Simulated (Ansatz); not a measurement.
# C (Fd-3m), generalised stacking fault

Theory: DFT r2SCAN, scalar-relativistic, plane waves, PAW in Ansatz. Cutoff 500 eV, Γ-centred 10×10×2 k-points, Gaussian smearing of 0.05 eV. No spin polarisation. Energies are free energies at this smearing, counted from the undisturbed cell; pressure is positive in compression.

Reference structure (as given, not relaxed at this level; it stands at -2.4 GPa):

```
CELL_PARAMETERS angstrom
1.78340 -1.78340 0.00000
1.78340 0.00000 -1.78340
7.13360 7.13360 7.13360
ATOMIC_POSITIONS crystal
C 0.66667 0.66667 0.27087
C 0.00000 0.00000 0.10420
C 0.33333 0.33333 0.43753
C 0.66667 0.66667 0.77087
C 0.00000 0.00000 0.60420
C 0.33333 0.33333 0.93753
C 0.66667 0.66667 0.39587
C 0.00000 0.00000 0.22920
C 0.33333 0.33333 0.56253
C 0.66667 0.66667 0.89587
C 0.00000 0.00000 0.72920
C 0.33333 0.33333 0.06253
```

The cut lies on the cell's a–b face, a (1 1 1) plane (indices in the standard cell, whose axes needn't be the Cartesian ones shown) of area 5.51 Å², between layers 1.54 Å apart. Vector c is tilted by f times 1·a + 0·b (length 2.522 Å) with the atoms' Cartesian places fixed: one unrelaxed fault a cell.

```csv
f,γ (mJ/m²)
0.0000,0
0.1000,800
0.2000,3141
0.3000,6733
0.4000,10676
0.5000,12418
```

Task: Predict the gap on the mesh (eV) at each point.

Result:
```csv
f,gap on the mesh (eV)
0.0000,4.40
0.1000,3.85
0.2000,2.81
0.3000,1.14
0.4000,0.00
0.5000,0.00
```
Where the gap reads zero the k-mesh, chosen for the insulator, is on the coarse side.